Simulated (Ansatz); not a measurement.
Profile along the Be–O line in BeO (wurtzite)

BeO (wurtzite)

```cif
data_Be2O2
_chemical_formula_sum 'Be2 O2'
_space_group_name_H-M_alt 'P 1'
_space_group_IT_number 1
_cell_length_a 2.69049
_cell_length_b 2.69049
_cell_length_c 4.36988
_cell_angle_alpha 90.000
_cell_angle_beta 90.000
_cell_angle_gamma 120.000
loop_
_space_group_symop_operation_xyz
  'x, y, z'
loop_
_atom_site_label
_atom_site_type_symbol
_atom_site_fract_x
_atom_site_fract_y
_atom_site_fract_z
_atom_site_occupancy
Be1 Be 0.66667 0.33333 0.00145 1
Be2 Be 0.33333 0.66667 0.50145 1
O1 O 0.66667 0.33333 0.62375 1
O2 O 0.33333 0.66667 0.12375 1
```

Fields along a shortest Be–O line of a (1 -1 0 0) plane (1.65 Å), from Be to O, interpolated on the slice's grid (step about 0.2 Å). Computed with r2SCAN (plane waves to 500 eV, PAW, scalar-relativistic; Ansatz, a program for electronic structure). k mesh 14×14×8. Near the nuclei the fields are pseudised (PAW); where an atom keeps semicore shells as valence, they peak there. BeO was relaxed with its symmetry unable to fall.

```json
[
 {"distance from Be (Å)": "0.00", "valence electron density (e/Å³)": "0.05", "electron localisation function": "x", "density of the highest valence band (e/Å³)": "0.002", "density of the lowest conduction band (e/Å³)": "0.004"},
 {"distance from Be (Å)": "0.08", "valence electron density (e/Å³)": "0.05", "electron localisation function": "x", "density of the highest valence band (e/Å³)": "0.002", "density of the lowest conduction band (e/Å³)": "0.005"},
 {"distance from Be (Å)": "0.17", "valence electron density (e/Å³)": "0.07", "electron localisation function": "x", "density of the highest valence band (e/Å³)": "0.007", "density of the lowest conduction band (e/Å³)": "0.012"},
 {"distance from Be (Å)": "0.25", "valence electron density (e/Å³)": "0.11", "electron localisation function": "x", "density of the highest valence band (e/Å³)": "0.017", "density of the lowest conduction band (e/Å³)": "0.021"},
 {"distance from Be (Å)": "0.33", "valence electron density (e/Å³)": "0.18", "electron localisation function": "0.03", "density of the highest valence band (e/Å³)": "0.029", "density of the lowest conduction band (e/Å³)": "0.029"},
 {"distance from Be (Å)": "0.41", "valence electron density (e/Å³)": "0.25", "electron localisation function": "0.20", "density of the highest valence band (e/Å³)": "0.044", "density of the lowest conduction band (e/Å³)": "0.034"},
 {"distance from Be (Å)": "0.50", "valence electron density (e/Å³)": "0.34", "electron localisation function": "0.44", "density of the highest valence band (e/Å³)": "0.060", "density of the lowest conduction band (e/Å³)": "0.035"},
 {"distance from Be (Å)": "0.58", "valence electron density (e/Å³)": "0.43", "electron localisation function": "0.65", "density of the highest valence band (e/Å³)": "0.079", "density of the lowest conduction band (e/Å³)": "0.032"},
 {"distance from Be (Å)": "0.66", "valence electron density (e/Å³)": "0.55", "electron localisation function": "0.78", "density of the highest valence band (e/Å³)": "0.101", "density of the lowest conduction band (e/Å³)": "0.027"},
 {"distance from Be (Å)": "0.74", "valence electron density (e/Å³)": "0.72", "electron localisation function": "0.84", "density of the highest valence band (e/Å³)": "0.130", "density of the lowest conduction band (e/Å³)": "0.022"},
 {"distance from Be (Å)": "0.82", "valence electron density (e/Å³)": "0.94", "electron localisation function": "0.87", "density of the highest valence band (e/Å³)": "0.170", "density of the lowest conduction band (e/Å³)": "0.021"},
 {"distance from Be (Å)": "0.91", "valence electron density (e/Å³)": "1.25", "electron localisation function": "0.87", "density of the highest valence band (e/Å³)": "0.223", "density of the lowest conduction band (e/Å³)": "0.024"},
 {"distance from Be (Å)": "0.99", "valence electron density (e/Å³)": "1.72", "electron localisation function": "0.87", "density of the highest valence band (e/Å³)": "0.291", "density of the lowest conduction band (e/Å³)": "0.038"},
 {"distance from Be (Å)": "1.07", "valence electron density (e/Å³)": "2.41", "electron localisation function": "0.86", "density of the highest valence band (e/Å³)": "0.369", "density of the lowest conduction band (e/Å³)": "0.067"},
 {"distance from Be (Å)": "1.16", "valence electron density (e/Å³)": "3.36", "electron localisation function": "0.83", "density of the highest valence band (e/Å³)": "0.432", "density of the lowest conduction band (e/Å³)": "0.108"},
 {"distance from Be (Å)": "1.24", "valence electron density (e/Å³)": "4.48", "electron localisation function": "0.76", "density of the highest valence band (e/Å³)": "0.446", "density of the lowest conduction band (e/Å³)": "0.160"},
 {"distance from Be (Å)": "1.32", "valence electron density (e/Å³)": "5.57", "electron localisation function": "0.64", "density of the highest valence band (e/Å³)": "0.398", "density of the lowest conduction band (e/Å³)": "0.219"},
 {"distance from Be (Å)": "1.40", "valence electron density (e/Å³)": "6.50", "electron localisation function": "x", "density of the highest valence band (e/Å³)": "0.300", "density of the lowest conduction band (e/Å³)": "0.278"},
 {"distance from Be (Å)": "1.48", "valence electron density (e/Å³)": "7.16", "electron localisation function": "x", "density of the highest valence band (e/Å³)": "0.171", "density of the lowest conduction band (e/Å³)": "0.331"},
 {"distance from Be (Å)": "1.57", "valence electron density (e/Å³)": "7.53", "electron localisation function": "x", "density of the highest valence band (e/Å³)": "0.053", "density of the lowest conduction band (e/Å³)": "0.374"},
 {"distance from Be (Å)": "1.65", "valence electron density (e/Å³)": "7.63", "electron localisation function": "x", "density of the highest valence band (e/Å³)": "0.003", "density of the lowest conduction band (e/Å³)": "0.402"}
]
```

x: too close to a nucleus for the ELF to mean much. Band densities are of whole bands, smooth part only.

Density on the Be–O line (1.65 Å) at its midpoint: 0.94 e/Å³. ELF at that point: 0.9. ELF maximum in the middle third of the Be–O line: 0.87, 0.9 Å from Be.
